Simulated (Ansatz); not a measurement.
Input deck for Ansatz 0.2.0, then the block of the output on the nuclei.

The cell is a computed structure from the Materials Project (it need not be an observed phase), taken as it stands.

```yaml
crystal:
  lattice:
    - [4.8126997814, 0.0, 0.0]
    - [0.0, 4.87188446, 0.0]
    - [-0.8628854487, 0.0, 4.9665942755]
  atoms:
    - { symbol: Ti, position: [0.27743526, 0.44719164, 0.71314827] }
    - { symbol: Ti, position: [0.72256474, 0.94719164, 0.78685173] }
    - { symbol: Ti, position: [0.72256474, 0.55280836, 0.28685173] }
    - { symbol: Ti, position: [0.27743526, 0.05280836, 0.21314827] }
    - { symbol: O, position: [0.44536099, 0.74236826, 0.96677186] }
    - { symbol: O, position: [0.55463901, 0.24236826, 0.53322814] }
    - { symbol: O, position: [0.55463901, 0.25763174, 0.03322814] }
    - { symbol: O, position: [0.44536099, 0.75763174, 0.46677186] }
    - { symbol: O, position: [0.06383822, 0.32303448, 0.35155674] }
    - { symbol: O, position: [0.93616178, 0.82303448, 0.14844326] }
    - { symbol: O, position: [0.93616178, 0.67696552, 0.64844326] }
    - { symbol: O, position: [0.06383822, 0.17696552, 0.85155674] }
kpoints:
  mp_grid: { grid: [5, 4, 4] }
scf:
  occupations: { method: fermi_dirac, width: 0.02 }
hamiltonian:
  xc: pbe
  pseudopotentials: { kind: paw, frozen_core: stored }
output:
  forces: true
  stress: true
  populations: true
  efg: { quadrupole_moments_barn: { Ti: 0.247, O: -0.02558 } }
```

```sh
ansatz run input.yaml --threads 1 --pin off --max-ram 3072MiB --backend cpu --events-out ev --progress --plain --runs-dir out
```

Of the output, the block on the nuclei alone is shown; the set-up, the SCF iterations, energies, forces and stress are cut. One atom of each set with nearly equal values is shown.

```
--- PAW observables at the nuclei: V_zz in 10²¹ V/m², potentials from the cell's mean, atoms counted from 1 ---
  atom   1  Ti V_zz =    +2.510198   η = 0.3543   by run symmetry: allowed   C_q = +14.9920 MHz
            electrostatic potential = -2528.324874 V   contact ρ = none
  atom   5  O  V_zz =    -1.372857   η = 0.4954   by run symmetry: allowed   C_q = +0.8491 MHz
            electrostatic potential = -625.846532 V   contact ρ = none
  atom   9  O  V_zz =    -2.497669   η = 0.9550   by run symmetry: allowed   C_q = +1.5449 MHz
            electrostatic potential = -626.128101 V   contact ρ = none
```

The run took 4.8 s of wall time (4.7 s of CPU time) and 0.54 GiB at its peak, on 1 thread of AMD EPYC 9R45 (Zen 5) (x86_64; 16 cores open to the job, memory cap 3.0 GiB, no GPU), a shared host with a load of 0.2 a core.
